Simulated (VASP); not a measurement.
Crystal: BN.

```
N B
1.0
     0.00000    3.49532    2.16609
     1.25163    0.00000    2.16609
     1.25163    3.49532    0.00000
N B
1 1
Direct
  0.66665 0.66665 0.33335
  0.00005 0.00005 0.99995
```

Measurements of this composition are mostly on another form, of space group No. 194.

Base run:

```yaml
Program: VASP 6.6.1
Functional: HSE06
Potentials_or_basis: VASP PAW PBE potentials, release 64 (N, B)
Cutoff: 520 eV
k_mesh: 8 × 8 × 8
Occupations: gaussian, width 0.02 eV
Spin: no spin polarisation
```

Its results: band gap on the k mesh 5.07 eV, indirect (least direct gap 6.18 eV); pressure -1.3 GPa; largest force 0.010 eV/Å.

Problem. The run is repeated on the same cell with these changes: functional from HSE06 to PBE0; further incar settings from ALGO = Normal; EDIFF = 1e-07 to ALGO = Normal; EDIFF = 1e-06; NBANDS = 11. What comes out?

Solution. Band gap on the k mesh 5.80 eV, indirect (least direct gap 6.92 eV); pressure -1.4 GPa; largest force 0.010 eV/Å.

Caveats: the PAW data sets were made with another functional, which shifts forces and pressure a little.

A k mesh can miss the band edges.
